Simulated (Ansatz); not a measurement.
All-electron card of PbSe

```
CELL_PARAMETERS angstrom
5.21700 0.00000 0.00000
-2.60850 4.51806 0.00000
0.00000 0.00000 6.23791
ATOMIC_POSITIONS crystal
Pb 0.33333 0.66667 0.93798
Pb 0.66667 0.33333 0.43798
Se 0.33333 0.66667 0.43802
Se 0.66667 0.33333 0.93802
```

Atoms are numbered in the order listed.

Conventional cell: a = 5.217 Å, b = 5.217 Å, c = 6.238 Å, α = 90.00°, β = 90.00°, γ = 120.00°. Pb (atom 1) is surrounded by 5 Se at 3.01 to 3.12 Å. Around Se (atom 3) lie 5 Pb at 3.01 to 3.12 Å.

The cell was built from the wurtzite type and relaxed in the same program, and has space group P6_3/mmc; it needn't be a known or the stable phase. The relaxation left the symmetry of that type.

No spin–orbit coupling, which matters for the heavy atoms here.

Methods: DFT, PBE, all-electron LAPW, scalar-relativistic (Ansatz 0.2.0); DFT, PBE, PAW with Ansatz's default frozen-core files, scalar-relativistic (Ansatz 0.2.0); DFT, PBE, all-electron PAW with datasets made for the crystal, scalar-relativistic (Ansatz 0.2.0).

For LAPW: a Γ-centred 8×8×5 k mesh, Fermi–Dirac smearing of 0.08 eV, basis error target 0.5 meV/atom, no spin polarisation. PAW takes a cutoff of 420 eV at this cell. The crystal-made all-electron datasets (AE datasets) take a cutoff of 240 eV at this cell. The Ansatz runs share mesh, smearing and spin set-up. Values come from LAPW unless marked.

No spin–orbit coupling: at heavy atoms the gradients can be off by tens of per cent for that reason.

* Band gap: 1.19 eV, direct at H (0.333, 0.333, 0.5)
* Löwdin charges (with 0.08 e of the cell spilling out of the atomic basis, so their sizes and signs hang on that basis): Pb1 0.42, Se3 -0.38 e
* Bader charges (from the PAW run): Pb1 +0.87, Se3 -0.87 e
* Field gradients Vzz (crystal-made datasets): Pb1 2.85 (η = 0.00), Se3 -0.96 (η = 0.00) in 10²¹ V/m²
* Volume per atom: 248.1 bohr³
* Pressure at this cell: 0.00 GPa
